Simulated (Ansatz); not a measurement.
The system is ZrSi2.

```
CELL_PARAMETERS angstrom
1.85300 -7.36750 0.00000
1.85300 7.36750 0.00000
0.00000 0.00000 3.67200
ATOMIC_POSITIONS crystal
Zr 0.10540 0.89460 0.25000
Zr 0.89460 0.10540 0.75000
Si 0.75040 0.24960 0.25000
Si 0.24960 0.75040 0.75000
Si 0.44780 0.55220 0.25000
Si 0.55220 0.44780 0.75000
```

| Property | Result |
| --- | --- |
| Program | Ansatz 0.2.0 |
| Task | single point |
| Functional | PBE |
| Potentials or basis | Ansatz PAW |
| Cutoff | 420 eV (not typed: the program's choice for these potentials) |
| k mesh | 7 × 7 × 7 |
| Occupations | fermi-dirac, width 0.05 eV |
| Spin | no spin polarisation |

On this cell: pressure 0.9 GPa; largest force 0.183 eV/Å; band gap on the k mesh none (metal or under the smearing width).

The same run follows on a disturbed copy (atoms moved at random, drawn with an rms of 0.05 Å):

```xyz
6
Lattice="1.8530 -7.3675 0.0000 1.8530 7.3675 0.0000 0.0000 0.0000 3.6720" Properties=species:S:1:pos:R:3 pbc="T T T"
Zr    1.8880    5.8454    0.9022
Zr    1.8175   -5.7920    2.7504
Si    1.8527   -3.7137    0.9616
Si    1.8434    3.7224    2.8324
Si    1.8484    0.7533    0.9286
Si    1.8573   -0.7602    2.7457
```

Task: What does the disturbed cell give?

Result: The energy (extrapolated to zero smearing) moves by +10.0 meV/atom; pressure 1.2 GPa; largest force 0.598 eV/Å; band gap on the k mesh none (metal or under the smearing width).

Forces in eV/Å, atoms in the order of the input:
```
Zr  -0.439 -0.237  0.329
Zr   0.399 -0.212  0.322
Si  -0.007  0.475 -0.107
Si   0.022 -0.212 -0.369
Si  -0.151  0.427 -0.245
Si   0.175 -0.241  0.070
```

Stress tensor (GPa, compression positive):
```
-0.06  0.23 -0.01
 0.23  1.98  0.02
-0.01  0.02  1.68
```
